**Q:** These twelve calculations describe the same germanium crystal, yet their bulk moduli differ by almost a factor of two. How do I tell an error of the functional from an error of the procedure?

Bulk modulus of germanium (diamond structure, two-atom cell) from Kohn-Sham DFT without spin polarisation or spin-orbit coupling, with Fermi-Dirac smearing of 0.05 eV. Each value comes from an equation of state fitted to energies at four (ABACUS), five (FLEUR) or seven (GPAW, ABINIT) volumes. The measured value is 75.8 GPa (arXiv:1908.00180).

```
                                    program  functional            how the value is got                                  potentials or basis  wave cutoff (eV)  k-mesh  computed bulk modulus (GPa)  computed over measured, less one (%)
         FLEUR MaX-R8.1 (patched build s14)      Xalpha  fit, rest volume 23.75 Å³/atom                                         all electron               n/a   8x8x8                         52.5                                 -30.7
                            GPAW 26.7.0 (1)      PBE+D3  fit, rest volume 23.70 Å³/atom                 GPAW PAW data sets (gpaw data 1.2.1)               600   8x8x8                         59.6                                 -21.4
                            GPAW 26.7.0 (2)   revPBE+D4  fit, rest volume 23.03 Å³/atom                 GPAW PAW data sets (gpaw data 1.2.1)               600   8x8x8                         65.6                                 -13.5
                            GPAW 26.7.0 (3)        AM05  fit, rest volume 23.02 Å³/atom  PAW data sets made by gpaw setup for the functional               600   8x8x8                         65.6                                 -13.5
                            GPAW 26.7.0 (4)     RPBE+D4  fit, rest volume 22.93 Å³/atom                 GPAW PAW data sets (gpaw data 1.2.1)               600   8x8x8                         65.7                                 -13.3
FLEUR MaX-R8.1 (later development tree) (1)      PBEsol  fit, rest volume 22.85 Å³/atom                                         all electron               n/a   8x8x8                         66.5                                 -12.3
                          ABINIT 10.8.3 (1)         LDA  fit, rest volume 22.28 Å³/atom                                     JTH PAW LDA v2.0               408   8x8x8                         69.4                                  -8.4
FLEUR MaX-R8.1 (later development tree) (2)         MJW  fit, rest volume 22.26 Å³/atom                                         all electron               n/a   8x8x8                         69.9                                  -7.8
FLEUR MaX-R8.1 (later development tree) (3)          PZ  fit, rest volume 22.23 Å³/atom                                         all electron               n/a   8x8x8                         70.0                                  -7.7
                            GPAW 26.7.0 (5)   PBEsol+D4  fit, rest volume 22.56 Å³/atom  PAW data sets made by gpaw setup for the functional               600   8x8x8                         70.6                                  -6.9
                          ABINIT 10.8.3 (2)         LDA  fit, rest volume 21.70 Å³/atom                                              HGH LDA               435   8x8x8                         71.5                                  -5.7
                              ABACUS 3.10.1       rSCAN  fit, rest volume 22.00 Å³/atom                                    SG15 ONCV 1.2 PBE              1238   5x5x5                          100                                  31.9
```

**A:** Two rough estimates help. With volumes spaced 4 % apart, an error of a few meV per atom can shift the modulus by tens of GPa. A rest volume that is 1 % too large lowers it by several per cent. Both follow from what the bulk modulus is: the volume times the curvature of the energy against volume, taken where the energy is lowest. The curvature may be badly determined, or it may be taken at the wrong volume.

**Q:** The rSCAN row is 32 % above the measured value, while the other eleven lie below it. Does rSCAN make germanium too stiff?

**A:** That number is no judgement on rSCAN, because the fit failed first. Four energies had to fix four constants, so the curve runs through every point whatever its error. The warning sign is the pressure derivative, the rate at which the modulus grows with pressure. It is 16 here and between 4.1 and 6.2 in the other rows.

**Q:** How do you know that the energies caused this?

**A:** The same run gives stresses, and pressure is the downward slope of the energy curve. Summed over volume, the stresses should return the energy differences. In the two outer intervals they do so to within about half a meV per atom. In the middle one the energy rises by 12.2 meV per atom, where the stresses call for 6.9. The stresses themselves change smoothly from volume to volume, so the fault lies in the energies. A PBEsol+D4 run passes the same test at the same volumes, so the wide spacing alone is not to blame.

A curvature is a difference of differences, divided by the square of a small volume step, and this magnifies the jump. At the fitted rest volume the stresses give a modulus of 70 GPa, and the jump adds 32 GPa. The sum of 102 GPa accounts for the fitted 100 GPa. The likely cause is the numerical grid. With the density cutoff of this run, the cell needs at least 45 grid points along each edge at the first two volumes and 47 at the last two, so a grid chosen just large enough changes exactly where the energy jumps. A repeat with a fixed grid and more volumes would test this. Even the value from the stresses would be no verdict on rSCAN, since this row has a coarser k-mesh and potentials made for PBE.

**Q:** The other rows have normal pressure derivatives, yet they are all too soft. Where does PBE+D3 lose its 21 %?

**A:** Mostly in the volume. Stretched bonds resist a further change of length less, so a crystal that settles at too large a volume is soft there. PBE+D3 comes to rest at 23.70 Å³ per atom, whereas the common starting cell has 22.64 Å³, close to the volume of real germanium. Gradient corrections of the PBE kind are known to favour densities that vary strongly in space, which loosens bonds and expands the lattice. The D3 attraction doesn't pull it back far enough.

You can undo the volume error. The modulus B is −V dP/dV, with V the volume and P the pressure. If B grows with pressure at a constant rate B₀′, then dB/B = −B₀′ dV/V. Starting from the modulus B₀ at the rest volume V₀, this integrates to

B(V) = B₀ (V₀/V)^B₀′

For PBE+D3 at the volume of the starting cell:

59.6 GPa × (23.70/22.64)^5.3 ≈ 76 GPa

The constants come from this row's own energies, and the stresses of the run give 75 GPa by a separate route. The measured value is 75.8 GPa, so nearly the whole error sat in the volume. The functional is still wrong, for it needs an outside pressure of about 3 GPa to hold the crystal at that size. Agreement to the last GPa also means little, because temperature and zero-point motion soften the measured crystal slightly. Nor does the volume explain everything in the other rows with gradient corrections: at the same volume they are still 5 to 9 % too soft, and PBEsol+D4, which rests slightly below it, even moves further from the measured value.

**Q:** The LDA rows are only 6 to 8 % too low. Is LDA the better choice, then?

**A:** Its errors oppose each other. LDA binds too strongly, so the crystal settles at too small a volume, and that makes it look stiffer. Moved to the starting cell, the all-electron LDA row labelled PZ falls from 8 % to 14 % below the measured value. The HGH row, the closest of all at first sight, falls to 22 % below.

HGH shows how a good number can hide a poor description. Its potential leaves only four valence electrons and freezes the 3d shell into the core, which is the likely reason why its volume is smaller still than in the other LDA rows. Those three (MJW, PZ and the JTH data set) come from two programs and agree within 1 GPa. Among them, the choice of program matters far less than the choice of functional does across the table. The JTH run had a cutoff too short for reliable stresses, and its energies scatter more than those of the other two, so the closeness of its value may be partly luck.

**Q:** If volume matters so much, do all functionals lie on one curve of modulus against volume?

**A:** Only roughly. A straight line through the logarithms of modulus and rest volume, fitted to the eleven rows without the rSCAN one, gives a modulus about 3 % lower for each 1 % of extra volume. Within a single functional the loss is 4 to 6 %. Changing the functional is therefore gentler than stretching the crystal, and at a common volume the order of the rows largely reverses.

The reason lies in how a functional enlarges the cell. It adds an outward pressure, and this pressure usually fades as the crystal expands. Between the smallest and the largest volume computed, the pressure of PBE+D3 in excess of PBEsol+D4 drops from 3.7 to 3.0 GPa. A push that grows on compression is itself a resistance to compression, so it returns part of the stiffness that the larger volume took away.

Xalpha fits this picture worst. It has nearly the rest volume of PBE+D3, yet its modulus is about 7 GPa lower. Its basis was smaller and its energies scatter more than in the other all-electron rows, so I wouldn't assign that gap to the functional alone. This row also steepens the fitted line. Without it, the loss of stiffness from one functional to the next would look gentler still.

**Q:** What should I ask for when someone hands me a single computed modulus?

**A:** Ask for the rest volume, the pressure derivative and the number of energies behind the fit. A derivative far outside 4 to 6 would send me back to the energies of this crystal. If it is normal, use the formula above to move the modulus to the measured volume before you credit or blame the functional. For another functional of this kind, a rest volume 3 % larger suggests a modulus about 8 % lower, with a typical miss of 6 % when a row is predicted from the others. The miss is nearly as large as the effect, so this is only a first guess. The printed analysis below lists each row's modulus at the common volume.

Output of the analysis:

```
Moduli moved to 22.64 A^3/atom (ABACUS row meaningless):
                                          row  rest volume A^3/atom  pressure derivative  modulus at 22.64 in GPa  over measured less one in %
           FLEUR MaX-R8.1 (patched build s14)                 23.75                6.185                    70.61                       -6.873
                              GPAW 26.7.0 (1)                  23.7                5.317                    76.01                       0.2495
                              GPAW 26.7.0 (2)                 23.03                5.676                    72.26                       -4.695
                              GPAW 26.7.0 (3)                 23.02                5.153                    71.43                       -5.798
                              GPAW 26.7.0 (4)                 22.92                5.821                    70.68                       -6.786
  FLEUR MaX-R8.1 (later development tree) (1)                 22.85                4.501                    69.38                       -8.504
                            ABINIT 10.8.3 (1)                 22.28                4.341                    64.77                       -14.57
  FLEUR MaX-R8.1 (later development tree) (2)                 22.26                  4.1                    65.22                       -13.99
  FLEUR MaX-R8.1 (later development tree) (3)                 22.23                4.104                    64.99                       -14.29
                              GPAW 26.7.0 (5)                 22.56                5.152                    69.36                       -8.532
                            ABINIT 10.8.3 (2)                  21.7                4.547                    59.02                       -22.17
                                ABACUS 3.10.1                    22                16.01                    63.12                       -16.75
fit of log(y) on 11 rows (ok): constant 4.201 +/- 0.014, coefficient of lv -2.911 +/- 0.52; rms 0.0411, worst FLEUR MaX-R8.1 (patched build s14) 0.101, leave-one-out rms 0.0587
  rows outside the fit (model, value, miss): ABACUS 3.10.1 4.285, 4.605, -0.32
PBE+D3 modulus at 22.64 A^3/atom from its stresses, GPa: 74.73
HGH LDA modulus at 22.64 A^3/atom from its stresses, GPa: 57.57
Pressure of PBE+D3 above PBEsol+D4 at 21.28 A^3/atom, GPa: 3.731
Pressure of PBE+D3 above PBEsol+D4 at 24.00 A^3/atom, GPa: 2.995
ABACUS middle energy step as computed, meV/atom: 12.19
ABACUS middle energy step from its stresses, meV/atom: 6.905
ABACUS middle step, energies less stresses, meV/atom: 5.285
ABACUS two outer steps, rms of energies less stresses, meV/atom: 0.3136
Control PBEsol+D4 middle step, energies less stresses, meV/atom: -0.1445
ABACUS modulus at 22.19 A^3/atom from energies, GPa: 88.69
ABACUS modulus at 23.09 A^3/atom from energies, GPa: 34.24
ABACUS modulus at 22.19 A^3/atom from stresses, GPa: 67.92
ABACUS modulus at 23.09 A^3/atom from stresses, GPa: 57.92
ABACUS modulus at its fitted rest volume from stresses, GPa: 70.21
Modulus added there by the energy jump, GPa: 32.17
Sum of the two, to compare with the fitted modulus, GPa: 102.4
```
